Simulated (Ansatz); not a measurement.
YN:

```
Y N
1.0
     0.00000    2.43850    2.43850
     2.43850    0.00000    2.43850
     2.43850    2.43850    0.00000
Y N
1 1
Direct
  0.00000 0.00000 0.00000
  0.50000 0.50000 0.50000
```

Base run:

| Property | Result |
| --- | --- |
| Program | Ansatz 0.2.0 |
| Functional | PBE |
| Potentials or basis | all-electron PAW datasets made for the crystal |
| Cutoff | 280 eV |
| Density cutoff | 1120 eV |
| k mesh | 9 × 9 × 9 |
| Occupations | fermi-dirac, width 0.05 eV |
| Spin | no spin polarisation |

Its results: band gap on the k mesh 0.24 eV, indirect (least direct gap 0.64 eV); pressure 3.0 GPa.

Question: The run is repeated on the same cell with these changes: k mesh from 9 × 9 × 9 to 6 × 6 × 6. What comes out?

Answer: Band gap on the k mesh 0.17 eV, indirect (least direct gap 0.55 eV); pressure 3.1 GPa.

Caveats: an odd mesh through Γ misses points on the zone boundary, where band edges often lie (some runs).

Not every run made on this cell is shown here.
